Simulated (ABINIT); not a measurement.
Runs of ABINIT 10.8.3 (patched build) on Au. It takes space group Fm-3m (No. 225, cubic). Conventional cell: a = 4.070 Å, b = 4.070 Å, c = 4.070 Å, α = 90.00°, β = 90.00°, γ = 90.00°. Au (site symmetry m-3m) has 12 Au at 2.88 Å as nearest neighbours. 

| task | level | potentials or basis | k mesh | cutoff (eV) | fine-grid cutoff | most SCF steps | thinning of the exchange mesh (fockdownsampling) | mesh quality | gap on the mesh (eV) | pressure (GPa) | V0 of scaled cells (Å³/atom) | B0 (GPa) |
| --- | --- | --- | --- | --- | --- | --- | --- | --- | --- | --- | --- | --- |
| single point | PBE | JTH PAW PBE v2.0 | 11 × 11 × 11 | 544 | 1088.46 eV | - | - | not flagged | none | 10.9 | - | - |
| equation of state | LDA | JTH PAW LDA v2.0 | 11 × 11 × 11 | 844 | 1442.2 eV | - | - | not flagged | - | - | 16.60 | (a) |
| equation of state | revPBE+D3 | JTH PAW PBE v2.0 | 11 × 11 × 11 | 680 | 1278.94 eV | - | - | not flagged | - | - | (d) | 123 |
| band structure | LDA-VWN | PseudoDojo NC SR LDA v0.4.1 standard | 11 × 11 × 11 | 871 | - | - | - | not flagged | none | - | - | - |
| single point | r2SCAN | JTH PAW PBE v2.0 | 4 × 4 × 4 | 816 | 1414.99 eV | - | - | coarse | none | - | - | - |
| band structure | revPBE | JTH PAW PBE v2.0 | 11 × 11 × 11 | 680 | 1278.94 eV | - | - | not flagged | none | 13.9 | - | - |
| single point | PBEsol | JTH PAW PBE v2.0 | 7 × 7 × 7 | 680 | 1278.94 eV | - | - | coarse | none | 2.1 | - | - |
| band structure | SOGGA | JTH PAW PBE v2.0 | 11 × 11 × 11 | 680 | 1278.94 eV | - | - | not flagged | none | -0.5 | - | - |
| single point | LDA | JTH PAW LDA v2.0 | 14 × 14 × 14 | 680 | 1278.94 eV | - | - | not flagged | none | (c) | - | - |
| band structure | BP86 | PseudoDojo NC SR PBE v0.4.1 standard | 11 × 11 × 11 | 1034 | - | - | - | not flagged | none | 11.8 | - | - |
| single point | HSE06 | SPMS NC PBE v1.0 | 8 × 8 × 8 | 707 | - | 60 | 2 × 2 × 2 | not flagged | none | - | - | - |
| single point | PBEsol | PseudoDojo NC SR PBEsol v0.4.1 standard | 11 × 11 × 11 | 1034 | - | - | - | not flagged | none | (b) | - | - |

Alike in all rows: no spin polarisation; cell as given; smearing fermi-dirac 0.05 eV.

Estimate the missing entries.

(a) 196; (b) 1.2; (c) -2.9; (d) 17.45.

Caveats: some runs use coarse meshes; the PAW data sets were made with another functional, which shifts forces and pressure a little (some runs); pressures at fixed basis lie under the slope of the energies (some runs); the potentials were made for another functional, which shifts forces and pressure (some runs); Libxc's HSE differs a little from that of other programs (some runs).

A k mesh can miss the band edges, and the runs leave out spin-orbit coupling on Au.

A gap of «none» marks a metal or a gap under the smearing width.

Not every run made on this cell is shown here.
